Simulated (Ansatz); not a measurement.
# Cadmium, hcp under PBE: testing the cold (Marzari-Vanderbilt) smearing

Aim: find which cold (Marzari-Vanderbilt) smearing width is enough for energy and pressure. The geometry was relaxed under PBE beforehand and stays fixed; 7 values are run, from 0.01 to 1.0 eV. Wanted are the values from which on the energy stays within 10 and 1 meV/atom, and the pressure within 0.5 GPa, of the narrowest run. Within the series other settings stay, but some runs also write fields, which adds to their time. Spin polarisation is left out.

Program: Ansatz 0.2.0. Level of theory: DFT PBE, plane waves with PAW, scalar-relativistic. These are calculated values, not measurements.

### 1 Starting point

It takes space group P6_3/mmc (No. 194, hexagonal). The conventional cell has a = 3.001 Å, b = 3.001 Å, c = 5.926 Å, α = 90.00°, β = 90.00°, γ = 120.00°. Around Cd (site symmetry -6m2) lie 12 Cd at 3.00 to 3.43 Å.

Coordinates:

```cif
data_structure
_symmetry_space_group_name_H-M 'P 1'
_symmetry_Int_Tables_number 1
_cell_length_a 3.0007
_cell_length_b 3.0007
_cell_length_c 5.9262
_cell_angle_alpha 90.000
_cell_angle_beta 90.000
_cell_angle_gamma 120.000
_cell_volume 46.21
loop_
_atom_site_label
_atom_site_type_symbol
_atom_site_fract_x
_atom_site_fract_y
_atom_site_fract_z
_atom_site_occupancy
Cd1 Cd 0.33333 0.66667 0.25000 1
Cd2 Cd 0.66667 0.33333 0.75000 1
```

### 2 Width 0.01 eV

The run at 0.01 eV.

The input, input.yaml:

```yaml
crystal:
  lattice:
    - [3.000710373, 0.0, 0.0]
    - [-1.5003551865, 2.5986914124, 0.0]
    - [0.0, 0.0, 5.9261569577]
  atoms:
    - { symbol: Cd, position: [0.3333333333, 0.6666666667, 0.25] }
    - { symbol: Cd, position: [0.6666666667, 0.3333333333, 0.75] }
hamiltonian:
  xc: pbe
  pseudopotentials:
    kind: paw
    azcp:
      Cd: "pseudopotentials/Cd.paw.azcp"
basis:
  ecutwfc: 420
  fft_grid_basis: typed
kpoints:
  mp_grid: { grid: [12, 12, 6], shift: [0, 0, 0] }
magnetization:
  spin_polarized: false
scf:
  occupations: { method: cold, width: 0.01 }
  lower_state_search: "off"
output:
  stress: true
```

Run with:

```sh
$ ansatz run input.yaml --threads 1 --pin off --max-ram 3584MiB --backend cpu --events-out ev --progress --plain --runs-dir out
```

Output (excerpt; [...] marks lines left out):

```text
[...]
Pseudopotentials: kind: paw
Pseudopotential: Cd, paw, valence charge 20, recommended cutoff 420 eV (normal), <dir>
Functional definition: PBE
[...]
Crystal: 2 atoms, lattice volume = 46.212 Å³
Basis set: ecut = 420 eV, 859 PW (Γ)
Bands: 24, of which v1, the nominal top of the filled ones, is band 20 counted from 1 (19 counted from 0)
Symmetry: 24 space group operations
Space group: P63/mmc (ITA 194), of the structure as read, at distance tolerance 3.6e-5 Å
k-points: 76 of 864
[...]
SCF iter   1: F=—  HF=-16508.915058 eV  |F-HF|=—  |Δ(HF+E_count)|=         —  Δρ=9.09e-4  dr2=4.42e-4  ethr=1.77e-3  ⟨swp⟩=5.4  Hψ=7210  notcnv=0
[...]
SCF iter   5: F=-16508.915583 eV  HF=-16508.915583 eV  |F-HF|=3.01e-8  |Δ(HF+E_count)|=   8.82e-8  S|Δr|=    0.00e0  Δρ=1.05e-5  dr2=3.72e-8  ethr=2.37e-10  ⟨swp⟩=2.0  Hψ=6756  notcnv=0
[...]
SCF converged after 5 iterations
Stability not checked: this state was not tested for a lower state beside it, because cold or Methfessel-Paxton smearing, or corrected tetrahedra, fill the levels in a way that the test cannot read (fill_not_monotonic; see scf.lower_state_search)
Free energy (F): -16508.915583 eV
[...]
E sigma→0 (E₀):  -16508.915567 eV
Entropy (-TS):   -0.000050 eV (-0.025 meV/atom)
Fermi energy:    13.399678 eV
[...]
--- Stress (GPa, compression-positive) ---
       -0.041384       0.000000       0.000000
        0.000000      -0.041384       0.000000
        0.000000       0.000000      -0.187343
  P = ⅓ Tr σ = -0.0900 GPa (-0.900 kbar)
```

Wall time 4 s (1 thread of Intel Xeon Platinum 8259CL at 2.50GHz (Skylake/Cascade Lake), shared host); peak memory 0.53 GiB.

### 3 Width 0.03 eV

The run at 0.03 eV.

input.yaml, as its differences from that of step 2:

```diff
@@ -22,3 +22,3 @@
 scf:
-  occupations: { method: cold, width: 0.01 }
+  occupations: { method: cold, width: 0.03 }
   lower_state_search: "off"
@@ -26 +26,5 @@
   stress: true
+  write_density: true
+  write_potential: true
+  elf: true
+  volumetric_format: npy
```

Run with:

```sh
$ ansatz run input.yaml --threads 1 --pin off --max-ram 3584MiB --backend cpu --events-out ev --progress --plain --runs-dir out
```

Output (excerpt; [...] marks lines left out):

```text
[...]
[... 3 set-up lines as earlier in the session ...]
[...]
Crystal: 2 atoms, lattice volume = 46.212 Å³
Basis set: ecut = 420 eV, 859 PW (Γ)
Bands: 24, of which v1, the nominal top of the filled ones, is band 20 counted from 1 (19 counted from 0)
[... 2 set-up lines as earlier in the session ...]
k-points: 76 of 864
[...]
SCF iter   1: F=—  HF=-16508.915196 eV  |F-HF|=—  |Δ(HF+E_count)|=         —  Δρ=8.83e-4  dr2=4.04e-4  ethr=1.77e-3  ⟨swp⟩=5.7  Hψ=7156  notcnv=0
[...]
SCF iter   6: F=-16508.915735 eV  HF=-16508.915735 eV  |F-HF|=1.54e-9  |Δ(HF+E_count)|=   2.41e-8  S|Δr|=    0.00e0  Δρ=4.02e-6  dr2=6.26e-9  ethr=2.50e-10  ⟨swp⟩=6.4  Hψ=9185  notcnv=0
[...]
SCF converged after 6 iterations
Stability not checked: this state was not tested for a lower state beside it, because cold or Methfessel-Paxton smearing, or corrected tetrahedra, fill the levels in a way that the test cannot read (fill_not_monotonic; see scf.lower_state_search)
Free energy (F): -16508.915735 eV
[...]
E sigma→0 (E₀):  -16508.915635 eV
Entropy (-TS):   -0.000299 eV (-0.149 meV/atom)
Fermi energy:    13.402543 eV
[...]
--- Stress (GPa, compression-positive) ---
       -0.072009       0.000000       0.000000
        0.000000      -0.072009       0.000000
        0.000000       0.000000      -0.070778
  P = ⅓ Tr σ = -0.0716 GPa (-0.716 kbar)
--- Band table (eV; the first three rows and the last of 76) ---
  k-point 0: bands = ["-89.5538", "-89.5532", "-50.6111", "-50.6003", "-50.5775", "-50.5775", "-50.5764", "-50.5764", "3.7724", "3.9462", "4.3324", "4.3324", "4.3664", "4.3664", "4.8626", "4.8626", "5.0322", "5.0322", "5.0795", "9.9427", "10.5958", "22.3411", "26.6093", "27.3390"]
[...]
```

It took 7.3 s on 1 thread of Intel Xeon Platinum 8259CL at 2.50GHz (Skylake/Cascade Lake), shared host; peak memory 0.54 GiB.

### 4 Width 0.1 eV

The run at 0.1 eV.

input.yaml, as its differences from that of step 3:

```diff
@@ -22,3 +22,3 @@
 scf:
-  occupations: { method: cold, width: 0.03 }
+  occupations: { method: cold, width: 0.1 }
   lower_state_search: "off"
```

Run with:

```sh
$ ansatz run input.yaml --threads 1 --pin off --max-ram 3584MiB --backend cpu --events-out ev --progress --plain --runs-dir out
```

Output (excerpt; [...] marks lines left out):

```text
[...]
[... 3 set-up lines as earlier in the session ...]
[...]
Crystal: 2 atoms, lattice volume = 46.212 Å³
Basis set: ecut = 420 eV, 859 PW (Γ)
Bands: 24, of which v1, the nominal top of the filled ones, is band 20 counted from 1 (19 counted from 0)
[... 2 set-up lines as earlier in the session ...]
k-points: 76 of 864
[...]
SCF iter   1: F=—  HF=-16508.915389 eV  |F-HF|=—  |Δ(HF+E_count)|=         —  Δρ=8.22e-4  dr2=3.17e-4  ethr=1.77e-3  ⟨swp⟩=5.5  Hψ=6980  notcnv=0
[...]
SCF iter   6: F=-16508.915957 eV  HF=-16508.915957 eV  |F-HF|=4.84e-10  |Δ(HF+E_count)|=   2.43e-8  S|Δr|=    0.00e0  Δρ=4.27e-6  dr2=7.08e-9  ethr=2.50e-10  ⟨swp⟩=6.4  Hψ=9164  notcnv=0
[...]
SCF converged after 6 iterations
Stability not checked: this state was not tested for a lower state beside it, because cold or Methfessel-Paxton smearing, or corrected tetrahedra, fill the levels in a way that the test cannot read (fill_not_monotonic; see scf.lower_state_search)
Free energy (F): -16508.915957 eV
[...]
E sigma→0 (E₀):  -16508.915919 eV
Entropy (-TS):   -0.000113 eV (-0.057 meV/atom)
Fermi energy:    13.413007 eV
[...]
--- Stress (GPa, compression-positive) ---
       -0.074364      -0.000000       0.000000
        0.000000      -0.074364       0.000000
        0.000000       0.000000       0.019810
  P = ⅓ Tr σ = -0.0430 GPa (-0.430 kbar)
--- Band table (eV; the first three rows and the last of 76) ---
  k-point 0: bands = ["-89.5525", "-89.5520", "-50.6106", "-50.5998", "-50.5758", "-50.5758", "-50.5748", "-50.5748", "3.7735", "3.9472", "4.3344", "4.3344", "4.3684", "4.3684", "4.8634", "4.8634", "5.0330", "5.0330", "5.0797", "9.9433", "10.5954", "22.3412", "26.6101", "27.3402"]
[...]
```

Wall time 8.3 s (1 thread of Intel Xeon Platinum 8259CL at 2.50GHz (Skylake/Cascade Lake), shared host); peak memory 0.54 GiB.

### 5 Width 0.2 eV

The run at 0.2 eV.

input.yaml, as its differences from that of step 4:

```diff
@@ -22,3 +22,3 @@
 scf:
-  occupations: { method: cold, width: 0.1 }
+  occupations: { method: cold, width: 0.2 }
   lower_state_search: "off"
@@ -26,5 +26 @@
   stress: true
-  write_density: true
-  write_potential: true
-  elf: true
-  volumetric_format: npy
```

Run with:

```sh
$ ansatz run input.yaml --threads 1 --pin off --max-ram 3584MiB --backend cpu --events-out ev --progress --plain --runs-dir out
```

Output (excerpt; [...] marks lines left out):

```text
[...]
[... 3 set-up lines as earlier in the session ...]
[...]
Crystal: 2 atoms, lattice volume = 46.212 Å³
Basis set: ecut = 420 eV, 859 PW (Γ)
Bands: 24, of which v1, the nominal top of the filled ones, is band 20 counted from 1 (19 counted from 0)
[... 2 set-up lines as earlier in the session ...]
k-points: 76 of 864
[...]
SCF iter   1: F=—  HF=-16508.915638 eV  |F-HF|=—  |Δ(HF+E_count)|=         —  Δρ=8.94e-4  dr2=4.25e-4  ethr=1.77e-3  ⟨swp⟩=4.8  Hψ=6712  notcnv=0
[...]
SCF iter   5: F=-16508.916168 eV  HF=-16508.916168 eV  |F-HF|=5.71e-8  |Δ(HF+E_count)|=   4.57e-7  S|Δr|=    0.00e0  Δρ=1.57e-5  dr2=8.55e-8  ethr=2.50e-10  ⟨swp⟩=4.0  Hψ=5960  notcnv=0
[...]
SCF converged after 5 iterations
Stability not checked: this state was not tested for a lower state beside it, because cold or Methfessel-Paxton smearing, or corrected tetrahedra, fill the levels in a way that the test cannot read (fill_not_monotonic; see scf.lower_state_search)
Free energy (F): -16508.916168 eV
[...]
E sigma→0 (E₀):  -16508.916064 eV
Entropy (-TS):   -0.000312 eV (-0.156 meV/atom)
Fermi energy:    13.446324 eV
[...]
--- Stress (GPa, compression-positive) ---
       -0.044375       0.000000       0.000000
        0.000000      -0.044375       0.000000
        0.000000       0.000000      -0.035940
  P = ⅓ Tr σ = -0.0416 GPa (-0.416 kbar)
```

Run time: 4.5 s. Hardware: 1 thread of Intel Xeon Platinum 8259CL at 2.50GHz (Skylake/Cascade Lake), shared host; peak memory 0.53 GiB.

### 6 Width 0.3 eV

The run at 0.3 eV.

input.yaml, as its differences from that of step 5:

```diff
@@ -22,3 +22,3 @@
 scf:
-  occupations: { method: cold, width: 0.2 }
+  occupations: { method: cold, width: 0.3 }
   lower_state_search: "off"
@@ -26 +26,5 @@
   stress: true
+  write_density: true
+  write_potential: true
+  elf: true
+  volumetric_format: npy
```

Run with:

```sh
$ ansatz run input.yaml --threads 1 --pin off --max-ram 3584MiB --backend cpu --events-out ev --progress --plain --runs-dir out
```

Output (excerpt; [...] marks lines left out):

```text
[...]
[... 3 set-up lines as earlier in the session ...]
[...]
Crystal: 2 atoms, lattice volume = 46.212 Å³
Basis set: ecut = 420 eV, 859 PW (Γ)
Bands: 24, of which v1, the nominal top of the filled ones, is band 20 counted from 1 (19 counted from 0)
[... 2 set-up lines as earlier in the session ...]
k-points: 76 of 864
[...]
SCF iter   1: F=—  HF=-16508.915339 eV  |F-HF|=—  |Δ(HF+E_count)|=         —  Δρ=8.99e-4  dr2=4.29e-4  ethr=1.77e-3  ⟨swp⟩=4.6  Hψ=6578  notcnv=0
[...]
SCF iter   5: F=-16508.915870 eV  HF=-16508.915870 eV  |F-HF|=4.41e-8  |Δ(HF+E_count)|=   5.26e-7  S|Δr|=    0.00e0  Δρ=1.44e-5  dr2=7.24e-8  ethr=2.50e-10  ⟨swp⟩=8.5  Hψ=11412  notcnv=0
[...]
SCF converged after 5 iterations
Stability not checked: this state was not tested for a lower state beside it, because cold or Methfessel-Paxton smearing, or corrected tetrahedra, fill the levels in a way that the test cannot read (fill_not_monotonic; see scf.lower_state_search)
Free energy (F): -16508.915870 eV
[...]
E sigma→0 (E₀):  -16508.916701 eV
Entropy (-TS):   0.002494 eV (1.247 meV/atom)
Fermi energy:    13.459996 eV
[...]
--- Stress (GPa, compression-positive) ---
        0.066851       0.000000       0.000000
       -0.000000       0.066851       0.000000
        0.000000       0.000000      -0.238665
  P = ⅓ Tr σ = -0.0350 GPa (-0.350 kbar)
--- Band table (eV; the first three rows and the last of 76) ---
  k-point 0: bands = ["-89.5523", "-89.5518", "-50.6097", "-50.5989", "-50.5761", "-50.5761", "-50.5750", "-50.5750", "3.7733", "3.9471", "4.3334", "4.3334", "4.3674", "4.3674", "4.8637", "4.8637", "5.0333", "5.0333", "5.0798", "9.9431", "10.5959", "22.3412", "26.6096", "27.3390"]
[...]
```

It took 5.4 s on 1 thread of Intel Xeon Platinum 8259CL at 2.50GHz (Skylake/Cascade Lake), shared host; peak memory 0.54 GiB.

### 7 Width 0.6 eV

The run at 0.6 eV.

input.yaml, as its differences from that of step 6:

```diff
@@ -22,3 +22,3 @@
 scf:
-  occupations: { method: cold, width: 0.3 }
+  occupations: { method: cold, width: 0.6 }
   lower_state_search: "off"
@@ -26,5 +26 @@
   stress: true
-  write_density: true
-  write_potential: true
-  elf: true
-  volumetric_format: npy
```

Run with:

```sh
$ ansatz run input.yaml --threads 1 --pin off --max-ram 3584MiB --backend cpu --events-out ev --progress --plain --runs-dir out
```

Output (excerpt; [...] marks lines left out):

```text
[...]
[... 3 set-up lines as earlier in the session ...]
[...]
Crystal: 2 atoms, lattice volume = 46.212 Å³
Basis set: ecut = 420 eV, 859 PW (Γ)
Bands: 24, of which v1, the nominal top of the filled ones, is band 20 counted from 1 (19 counted from 0)
[... 2 set-up lines as earlier in the session ...]
k-points: 76 of 864
[...]
SCF iter   1: F=—  HF=-16508.909045 eV  |F-HF|=—  |Δ(HF+E_count)|=         —  Δρ=8.85e-4  dr2=4.14e-4  ethr=1.77e-3  ⟨swp⟩=4.5  Hψ=6537  notcnv=0
[...]
SCF iter   5: F=-16508.909578 eV  HF=-16508.909578 eV  |F-HF|=1.79e-8  |Δ(HF+E_count)|=   6.46e-7  S|Δr|=    0.00e0  Δρ=1.11e-5  dr2=4.43e-8  ethr=2.50e-10  ⟨swp⟩=4.0  Hψ=6123  notcnv=0
[...]
SCF converged after 5 iterations
Stability not checked: this state was not tested for a lower state beside it, because cold or Methfessel-Paxton smearing, or corrected tetrahedra, fill the levels in a way that the test cannot read (fill_not_monotonic; see scf.lower_state_search)
Free energy (F): -16508.909578 eV
[...]
E sigma→0 (E₀):  -16508.915898 eV
Entropy (-TS):   0.018960 eV (9.480 meV/atom)
Fermi energy:    13.432862 eV
[...]
--- Stress (GPa, compression-positive) ---
        0.309545      -0.000000       0.000000
        0.000000       0.309545       0.000000
        0.000000       0.000000      -0.542808
  P = ⅓ Tr σ = 0.0254 GPa (0.254 kbar)
```

It took 2.8 s on 1 thread of Intel Xeon Platinum 8259CL at 2.50GHz (Skylake/Cascade Lake), shared host; peak memory 0.53 GiB.

### 8 Width 1.0 eV

The run at 1.0 eV.

input.yaml, as its differences from that of step 7:

```diff
@@ -22,3 +22,3 @@
 scf:
-  occupations: { method: cold, width: 0.6 }
+  occupations: { method: cold, width: 1.0 }
   lower_state_search: "off"
@@ -26 +26,5 @@
   stress: true
+  write_density: true
+  write_potential: true
+  elf: true
+  volumetric_format: npy
```

Run with:

```sh
$ ansatz run input.yaml --threads 1 --pin off --max-ram 3584MiB --backend cpu --events-out ev --progress --plain --runs-dir out
```

Output (excerpt; [...] marks lines left out):

```text
band count auto-derived: 26 (N_el = 40.0; filled up to band 20; 24 by the electrons, moments and atoms)
[...]
[... 3 set-up lines as earlier in the session ...]
[...]
Crystal: 2 atoms, lattice volume = 46.212 Å³
Basis set: ecut = 420 eV, 859 PW (Γ)
Bands: 26, of which v1, the nominal top of the filled ones, is band 20 counted from 1 (19 counted from 0)
[... 2 set-up lines as earlier in the session ...]
k-points: 76 of 864
[...]
SCF iter   1: F=—  HF=-16508.897124 eV  |F-HF|=—  |Δ(HF+E_count)|=         —  Δρ=9.40e-4  dr2=4.89e-4  ethr=1.77e-3  ⟨swp⟩=5.0  Hψ=7238  notcnv=0
[...]
SCF iter   5: F=-16508.897609 eV  HF=-16508.897609 eV  |F-HF|=1.73e-9  |Δ(HF+E_count)|=   6.76e-7  S|Δr|=    0.00e0  Δρ=8.46e-6  dr2=3.14e-8  ethr=2.50e-10  ⟨swp⟩=9.5  Hψ=12026  notcnv=0
[...]
SCF converged after 5 iterations
Stability not checked: this state was not tested for a lower state beside it, because cold or Methfessel-Paxton smearing, or corrected tetrahedra, fill the levels in a way that the test cannot read (fill_not_monotonic; see scf.lower_state_search)
Free energy (F): -16508.897609 eV
[...]
E sigma→0 (E₀):  -16508.903868 eV
Entropy (-TS):   0.018779 eV (9.389 meV/atom)
Fermi energy:    13.418819 eV
[...]
--- Stress (GPa, compression-positive) ---
        0.693746       0.000000       0.000000
       -0.000000       0.693746       0.000000
        0.000000       0.000000      -0.633536
  P = ⅓ Tr σ = 0.2513 GPa (2.513 kbar)
--- Band table (eV; the first three rows and the last of 76) ---
  k-point 0: bands = ["-89.5454", "-89.5449", "-50.6027", "-50.5919", "-50.5695", "-50.5695", "-50.5684", "-50.5684", "3.7779", "3.9519", "4.3383", "4.3383", "4.3723", "4.3723", "4.8695", "4.8695", "5.0392", "5.0392", "5.0814", "9.9454", "10.5971", "22.3425", "26.6113", "27.3400", [...]
[...]
```

It took 6.5 s on 1 thread of Intel Xeon Platinum 8259CL at 2.50GHz (Skylake/Cascade Lake), shared host; peak memory 0.54 GiB.

### 9 All values side by side

Energies count from the run at 0.01 eV.

```
smearing (eV)  F (meV/atom)  E(σ → 0) (meV/atom)  P (GPa)  SCF cycles  CPU time
         0.01          0.00                 0.00    -0.09           5       4 s
         0.03         -0.08                -0.03    -0.07           6     7.3 s
          0.1         -0.19                -0.18    -0.04           6     8.3 s
          0.2         -0.29                -0.25    -0.04           5     4.6 s
          0.3         -0.14                -0.57    -0.03           5     5.5 s
          0.6          3.00                -0.17     0.03           5     2.9 s
          1.0          8.99                 5.85     0.25           5     6.5 s
```

### 10 Outcome

| quantity | value |
| --- | --- |
| E(σ → 0) stays within 10 meV/atom of 0.01 eV | up to 1.0 eV |
| E(σ → 0) stays within 1 meV/atom | up to 0.6 eV |
| pressure stays within 0.5 GPa | up to 1.0 eV |
| pressure at 0.01 eV | -0.09 GPa |
| energy of a separate run on a finer mesh (20×20×9) | +5.6 meV/atom from 0.01 eV |

What this shows: At 1.0 eV the energy differs by +5.8 meV/atom and the pressure by +0.3 GPa. The free energy F moves by +9.0 meV/atom over the range, and the estimate for σ → 0 by +5.8. This scheme cancels the term in the square of the width, so F moves little up to 0.2 eV. The mesh (12×12×6) is fixed, so the narrowest widths carry a k-point error of their own. The yardstick itself is unsettled by 5.6 meV/atom against the finer mesh, so the thresholds above hold only within this series, and wider smearing, which averages over more states, can land nearer the fine-mesh value than the narrowest does. The cell taken over is 7 % larger than the measured one (21.59 Å³/atom, COD).
